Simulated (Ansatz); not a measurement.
# BeS and its competing phases

Computed with DFT PBE, scalar-relativistic, plane waves, PAW in Ansatz 0.2.0. All cells share a 420 eV cutoff and Γ-centred k meshes spaced at most about 0.3 Å⁻¹ (2π included). No spin polarisation.

Energies over the elements count from the elements' standard structures at the same level, with no fitted energy shifts.

Temperature and zero-point effects are left out. The reference form of S is held partly by dispersion forces, which this level lacks.

The competitors are the elements and 1 reference phase of this chemical system (from databases or known types: BeS), relaxed at the same level; other known phases may be missing.

The candidate was reached from: 4-connected net, two elements alternating.

```
Be S
1.0
     6.89759    0.00000    0.00000
     0.00000    6.89759    0.00000
     0.00000    0.00000    5.72014
Be S
8 8
Direct
  0.63445 0.86555 0.90359
  0.63445 0.13445 0.40359
  0.36555 0.86555 0.40359
  0.36555 0.13445 0.90359
  0.13445 0.36555 0.59641
  0.86555 0.63445 0.59641
  0.13445 0.63445 0.09641
  0.86555 0.36555 0.09641
  0.65340 0.84660 0.53420
  0.34660 0.15340 0.53420
  0.65340 0.15340 0.03420
  0.34660 0.84660 0.03420
  0.15340 0.34660 0.96580
  0.15340 0.65340 0.46580
  0.84660 0.34660 0.46580
  0.84660 0.65340 0.96580
```

Question: Is it stable, and against what?

Answer: Not the lowest form: another structure of the same formula lies lower. Its formation energy is -0.878 eV/atom. The lowest competing phase at this composition is this:

```tsv
phase	space group	source	share of atoms	ΔE_f (eV/atom)
BeS	F-43m (No. 216)	COD	1.0000	-1.070
```

The candidate lies 192 meV/atom above this phase. The candidate matches no cell in the subsets of the Crystallography Open Database and the Materials Project at hand. It is metastable at best. Whether it is a true minimum wasn't tested by phonons.
